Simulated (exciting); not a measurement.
# AgBr (Fm-3m) in exciting: reference runs

Reference runs on AgBr: the cell as given.

Everything below comes from runs of exciting (release sodium). Logs are shortened: lines on timing, memory, paths and dates and some standing lists are left out, and cuts for length are marked.

**1. The crystal as given**

Symmetry: Fm-3m, No. 225, cubic system. Conventional cell: a = 5.740 Å, b = 5.740 Å, c = 5.740 Å, α = 90.00°, β = 90.00°, γ = 90.00°. Ag (site symmetry m-3m) has 6 Br at 2.87 Å as nearest neighbours. Br (site symmetry m-3m) is surrounded by 6 Ag at 2.87 Å.

**2. Single point, PBE**

input.xml

```xml
<input>
  <title>AgBr</title>
  <structure speciespath="./" tshift="false">
    <crystal scale="1">
      <basevect>0.000000000000 5.423797436595 5.423797436595</basevect>
      <basevect>5.423797436595 0.000000000000 5.423797436595</basevect>
      <basevect>5.423797436595 5.423797436595 0.000000000000</basevect>
    </crystal>
    <species speciesfile="Ag.xml" rmt="2.3">
      <atom coord="0.000000000000 0.000000000000 0.000000000000"/>
    </species>
    <species speciesfile="Br.xml" rmt="2">
      <atom coord="0.500000000000 0.500000000000 0.500000000000"/>
    </species>
  </structure>
  <groundstate do="fromscratch" ngridk="8 8 8" rgkmax="9" gmaxvr="14" lmaxapw="10" lmaxmat="10" lmaxvr="8" xctype="GGA_PBE" stype="Fermi Dirac" swidth="0.00183747" nempty="14" ValenceRelativity="iora*" epsengy="1e-05" epspot="1e-05" maxscl="60" tforce="true" outputlevel="normal"/>
</input>
```

Potentials or basis: all-electron LAPW+lo, shipped species files, valence relativity iora*.

Run with:

```
OMP_NUM_THREADS=1 exciting_smp
```

INFO.OUT:

```text
================================================================================
EXCITING SODIUM started
[... 10 lines left out ...]

 Lattice vectors (cartesian) :
      0.0000000000      5.4237974366      5.4237974366
      5.4237974366      0.0000000000      5.4237974366
      5.4237974366      5.4237974366      0.0000000000

 Reciprocal lattice vectors (cartesian) :
     -0.5792238170      0.5792238170      0.5792238170
      0.5792238170     -0.5792238170      0.5792238170
      0.5792238170      0.5792238170     -0.5792238170

 Unit cell volume                           :     319.1099751633
 Brillouin zone volume                      :       0.7773188955

 Species :    1 (Ag)
     parameters loaded from                 :    Ag.xml
     name                                   :    silver
     nuclear charge                         :     -47.00000000
     electronic charge                      :      47.00000000
     atomic mass                            :  196631.69970000
     muffin-tin radius                      :       2.30000000
     # of radial points in muffin-tin       :     400

     atomic positions (lattice) :
       1 :   0.00000000  0.00000000  0.00000000

 Species :    2 (Br)
     parameters loaded from                 :    Br.xml
     name                                   :    bromine
     nuclear charge                         :     -35.00000000
     electronic charge                      :      35.00000000
     atomic mass                            :  145656.08150000
     muffin-tin radius                      :       2.00000000
     # of radial points in muffin-tin       :     350

     atomic positions (lattice) :
       1 :   0.50000000  0.50000000  0.50000000

 Total number of atoms per unit cell        :       2

 Spin treatment                             :    spin-unpolarised

 Number of Bravais lattice symmetries       :      48
 Number of crystal symmetries               :      48

 k-point grid                               :       8    8    8
 Total number of k-points                   :      29
 k-point set is reduced with crystal symmetries

 R^MT_min * |G+k|_max (rgkmax)              :       9.00000000
 Species with R^MT_min                      :       2 (Br)
 Maximum |G+k| for APW functions            :       4.50000000
 Maximum |G| for potential and density      :      14.00000000

 G-vector grid sizes                        :      36    36    36
 Total number of G-vectors                  :   14841

 Maximum angular momentum used for
     APW functions                          :      10
     computing H and O matrix elements      :      10
     potential and density                  :       8
     inner part of muffin-tin               :       2

 Total nuclear charge                       :     -82.00000000
 Total electronic charge                    :      82.00000000
 Total core charge                          :      46.00000000
 Total valence charge                       :      36.00000000

 Number of empty states                     :      14
 Total number of valence states             :      33

 Maximum Hamiltonian size                   :     559
 Maximum number of plane-waves              :     531
 Total number of local-orbitals             :      28

 Exchange-correlation type                  :      20
     Perdew-Burke-Ernzerhof, Phys. Rev. Lett. 77, 3865 (1996)
     Generalised gradient approximation (GGA)

 Smearing scheme                            :    Fermi-Dirac
 Smearing width                             :       0.00183747

 Using multisecant Broyden potential mixing
[... 16 lines left out ...]
+ SCF iteration number :    1                                                  +
++++++++++++++++++++++++++++++++++++++++++++++++++++++++++++++++++++++++++++++++
 Total energy                               :     -7923.76443017
 _______________________________________________________________
 Fermi energy                               :         0.17827564
 Kinetic energy                             :      8236.50680246
 Coulomb energy                             :    -15918.46592774
 Exchange energy                            :      -237.57395982
 Correlation energy                         :        -4.23134506

 DOS at Fermi energy (states/Ha/cell)       :         0.03367225

 Electron charges :
     core                                   :        46.00000000
     core leakage                           :         0.00037930
     valence                                :        36.00000000
     interstitial                           :         4.59577077
     charge in muffin-tin spheres :
                  atom     1    Ag          :        45.13061303
                  atom     2    Br          :        32.27361620
     total charge in muffin-tins            :        77.40422923
     total charge                           :        82.00000000

++++++++++++++++++++++++++++++++++++++++++++++++++++++++++++++++++++++++++++++++
+ SCF iteration number :    2                                                  +
++++++++++++++++++++++++++++++++++++++++++++++++++++++++++++++++++++++++++++++++
 Total energy                               :     -7924.75059933
 _______________________________________________________________
 Fermi energy                               :         0.17793934
 Kinetic energy                             :      8235.82889521
 Coulomb energy                             :    -15918.74700845
 Exchange energy                            :      -237.60018400
 Correlation energy                         :        -4.23230208

 DOS at Fermi energy (states/Ha/cell)       :         0.01787365

 Electron charges :
     core                                   :        46.00000000
     core leakage                           :         0.00038168
     valence                                :        36.00000000
     interstitial                           :         4.59658366
     charge in muffin-tin spheres :
                  atom     1    Ag          :        45.18335625
                  atom     2    Br          :        32.22006009
     total charge in muffin-tins            :        77.40341634
     total charge                           :        82.00000000

 RMS change in effective potential (target) :  0.207655E-01  ( 0.100000E-04)
 Absolute change in total energy   (target) :  0.986169      ( 0.100000E-04)
 Charge distance                   (target) :  0.154710E-02  ( 0.100000E-04)
 Abs. change in max-nonIBS-force   (target) :   0.00000      ( 0.500000E-04)

++++++++++++++++++++++++++++++++++++++++++++++++++++++++++++++++++++++++++++++++
+ SCF iteration number :    3                                                  +
++++++++++++++++++++++++++++++++++++++++++++++++++++++++++++++++++++++++++++++++
 Total energy                               :     -7924.50220560
 _______________________________________________________________
 Fermi energy                               :         0.17888037
 Kinetic energy                             :      8235.83302651
 Coulomb energy                             :    -15918.51006072
 Exchange energy                            :      -237.59263929
 Correlation energy                         :        -4.23253210

 DOS at Fermi energy (states/Ha/cell)       :         0.01852603

 Electron charges :
     core                                   :        46.00000000
     core leakage                           :         0.00038223
     valence                                :        36.00000000
     interstitial                           :         4.60373374
     charge in muffin-tin spheres :
                  atom     1    Ag          :        45.19921058
                  atom     2    Br          :        32.19705568
     total charge in muffin-tins            :        77.39626626
     total charge                           :        82.00000000
[... 309 lines left out ...]
 Electron charges :
     core                                   :        46.00000000
     core leakage                           :         0.00038086
     valence                                :        36.00000000
     interstitial                           :         4.61069009
     charge in muffin-tin spheres :
                  atom     1    Ag          :        45.20766816
                  atom     2    Br          :        32.18164175
     total charge in muffin-tins            :        77.38930991
     total charge                           :        82.00000000

 RMS change in effective potential (target) :  0.401071E-08  ( 0.100000E-04)
 Absolute change in total energy   (target) :  0.573326E-05  ( 0.100000E-04)
 Charge distance                   (target) :  0.267253E-08  ( 0.100000E-04)
 Abs. change in max-nonIBS-force   (target) :   0.00000      ( 0.500000E-04)

++++++++++++++++++++++++++++++++++++++++++++++++++++++++++++++++++++++++++++++++
+ SCF iteration number :   15                                                  +
++++++++++++++++++++++++++++++++++++++++++++++++++++++++++++++++++++++++++++++++
 Total energy                               :     -7923.97794451
 _______________________________________________________________
 Fermi energy                               :         0.18135229
 Kinetic energy                             :      8235.98338916
 Coulomb energy                             :    -15918.14587473
 Exchange energy                            :      -237.58284211
 Correlation energy                         :        -4.23261683

 DOS at Fermi energy (states/Ha/cell)       :         0.02095255

 Electron charges :
     core                                   :        46.00000000
     core leakage                           :         0.00038086
     valence                                :        36.00000000
     interstitial                           :         4.61069009
     charge in muffin-tin spheres :
                  atom     1    Ag          :        45.20766816
                  atom     2    Br          :        32.18164175
     total charge in muffin-tins            :        77.38930991
     total charge                           :        82.00000000

 RMS change in effective potential (target) :  0.799361E-10  ( 0.100000E-04)
 Absolute change in total energy   (target) :  0.728695E-06  ( 0.100000E-04)
 Charge distance                   (target) :  0.347804E-09  ( 0.100000E-04)
 Abs. change in max-nonIBS-force   (target) :   0.00000      ( 0.500000E-04)

++++++++++++++++++++++++++++++++++++++++++++++++++++++++++++++++++++++++++++++++
| Convergency criteria checked for the last 2 iterations                       +
| Convergence targets achieved. Performing final SCF iteration                 +
++++++++++++++++++++++++++++++++++++++++++++++++++++++++++++++++++++++++++++++++
 Total energy                               :     -7923.97794450
 _______________________________________________________________
 Fermi energy                               :         0.18135229
 Kinetic energy                             :      8235.98338916
 Coulomb energy                             :    -15918.14587472
 Exchange energy                            :      -237.58284211
 Correlation energy                         :        -4.23261683

 DOS at Fermi energy (states/Ha/cell)       :         0.02095255

 Electron charges :
     core                                   :        46.00000000
     core leakage                           :         0.00038086
     valence                                :        36.00000000
     interstitial                           :         4.61069009
     charge in muffin-tin spheres :
                  atom     1    Ag          :        45.20766816
                  atom     2    Br          :        32.18164175
     total charge in muffin-tins            :        77.38930991
     total charge                           :        82.00000000

++++++++++++++++++++++++++++++++++++++++++++++++++++++++++++++++++++++++++++++++
+ Self-consistent loop stopped                                                 +
++++++++++++++++++++++++++++++++++++++++++++++++++++++++++++++++++++++++++++++++
 STATE.OUT is written

--------------------------------------------------------------------------------
- Writing atomic positions and forces                                          -
--------------------------------------------------------------------------------

 Atomic positions (lattice) :
 atom     1  Ag  :     0.00000000    0.00000000    0.00000000
 atom     2  Br  :     0.50000000    0.50000000    0.50000000

 Total atomic forces including IBS (cartesian) :
 atom     1  Ag  :    -0.00000000    0.00000000    0.00000000
 atom     2  Br  :     0.00000000    0.00000000   -0.00000000

 Atomic force components including IBS (cartesian) :
 atom     1  Ag  :     0.00000000   -0.00000000   -0.00000000   HF force
                 :    -0.00000000    0.00000000    0.00000000   core correction
                 :    -0.00000000   -0.00000000    0.00000000   IBS correction
 atom     2  Br  :    -0.00000000    0.00000000    0.00000000   HF force
                 :     0.00000000   -0.00000000    0.00000000   core correction
                 :     0.00000000    0.00000000    0.00000000   IBS correction

********************************************************************************
* Groundstate module stopped                                                   *
********************************************************************************

--------------------------------------------------------------------------------
- CAUTION! Warnings have been written in file WARNING.OUT !                    -
--------------------------------------------------------------------------------
================================================================================
| EXCITING SODIUM stopped                                                      =
================================================================================
```

Run time: 3 min. Hardware: 1 thread of Arm Neoverse V1, shared host; peak memory 0.14 GiB.

Results:

```
Free energy                                       : -215622.4245 eV
Band gap on the k mesh                            : 0.68 eV, indirect (least direct gap 2.61 eV)
All electrons inside the program's atomic spheres : Ag 45.21; Br 32.18 (radii Ag 2.3, Br 2.0 bohr)
```

A k mesh can miss the band edges. PBE gaps usually lie below the measured ones, often by a third to a half.
